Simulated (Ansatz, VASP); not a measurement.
## Nb in VASP and in Ansatz

INCAR

```
SYSTEM = Nb
PREC     = Accurate       ! precision mode
ENCUT    = 520            ! plane-wave cutoff, eV
EDIFF    = 1E-7           ! SCF threshold, eV
ISMEAR   = 0              ! smearing method
SIGMA    = 0.15           ! smearing width, eV
LREAL    = .FALSE.        ! projectors in reciprocal space
LASPH    = .TRUE.         ! aspherical terms in the spheres
NELM     = 80             ! most SCF steps
ALGO     = Fast           ! electronic algorithm
ISIF     = 2              ! what is computed and relaxed
LWAVE    = .FALSE.        ! write WAVECAR
LCHARG   = .FALSE.        ! write CHGCAR
GGA      = PS             ! functional
NBANDS   = 12             ! bands
```

The input KPOINTS:

```
regular mesh
0
G
  22 22 22
  0 0 0
```

File POSCAR:

```
Nb
1.0
   -1.7565774241      1.7565774241      1.4930908105
    1.7565774241     -1.7565774241      1.4930908105
    1.7565774241      1.7565774241     -1.4930908105
Nb
1
Direct
    0.0000000000      0.0000000000      0.0000000000
```

Input for Ansatz:

```yaml
crystal:
  lattice:
    - [-1.7565774241, 1.7565774241, 1.4930908105]
    - [1.7565774241, -1.7565774241, 1.4930908105]
    - [1.7565774241, 1.7565774241, -1.4930908105]
  atoms:
    - { symbol: Nb, position: [0.0, 0.0, 0.0] }
basis:
  ecutwfc: 420
kpoints:
  mp_grid: { grid: [22, 22, 22] }
hamiltonian:
  xc: pbesol
scf:
  occupations: { method: gaussian, width: 0.15 }
output:
  forces: true
  stress: true
  eigenvalues: true
```

Alike in both runs: task single point; functional PBEsol; k mesh 22 × 22 × 22; occupations gaussian, width 0.15 eV; no spin polarisation.

|  | VASP | Ansatz |
| --- | --- | --- |
| version | VASP 6.6.1 | Ansatz 0.2.0 |
| potentials or method | VASP PAW PBE potentials, release 64 (Nb_sv) | scalar-relativistic, plane waves, PAW |
| plane-wave cutoff (eV) | 520 | 420 |
| valence electrons in the cell | 13 | 13 |

Ansatz gave:

- gap on the k mesh at the Fermi level (eV): none
- pressure (GPa): -6.3
- largest component of the traceless stress (GPa): 10.40

Question: What did VASP give for the same quantities?

Answer: gap on the k mesh at the Fermi level (eV): none; pressure (GPa): -6.5; largest component of the traceless stress (GPa): 10.35.

A gap of «none» marks a metal or a gap that the smearing closes. The functional is the same, so the differences come from potentials, cutoffs and numerics.

Caveats: the PAW data sets were made with another functional, which shifts forces and pressure a little (VASP).
